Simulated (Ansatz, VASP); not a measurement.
FeO in VASP and in Ansatz

```
Fe O
1.0
     3.09379    0.00000    0.00000
    -1.54690    2.67930    0.00000
     0.00000    0.00000    5.73346
Fe O
2 2
Direct
  0.33333 0.66667 0.02399
  0.66667 0.33333 0.52399
  0.33333 0.66667 0.35811
  0.66667 0.33333 0.85811
```

Alike in both runs: functional PBE; k mesh 6 × 6 × 4; occupations gaussian, width 0.1 eV; collinear spin.

Ansatz relaxed the structure, and its values are those at the end. VASP's run is a single point on that final structure, the one shown.

|  | VASP | Ansatz |
| --- | --- | --- |
| version | VASP 6.6.1 | Ansatz 0.2.0 |
| potentials or method | VASP PAW PBE potentials, release 64 (Fe, O) | scalar-relativistic, plane waves, PAW |
| plane-wave cutoff (eV) | 520 | 420 |
| valence electrons in the cell | 28 | 44 |

```tsv
	VASP	Ansatz	Ansatz less VASP
gap on the k mesh at the Fermi level (eV)	none	none	-
pressure (GPa)	0.3	-0.2	-0.47
rms of the force components (eV/Å)	0.033	0.009	-0.0237
net moment per atom (μB)	2.00	2.00	0.000
size of the moment on the site where the two differ most (μB)	3.58	3.25	-0.332
```

Site moments also hang on the region over which each program counts them. A gap of «none» marks a metal or a gap that the smearing closes. The two sets of potentials don't hold the same shells in valence.

Caveats: the k mesh is coarse (spacing up to 0.39 Å⁻¹), so the values aren't converged; semilocal functionals often make such compounds metallic where correlation or magnetic order opens a gap, which also shifts bond lengths.
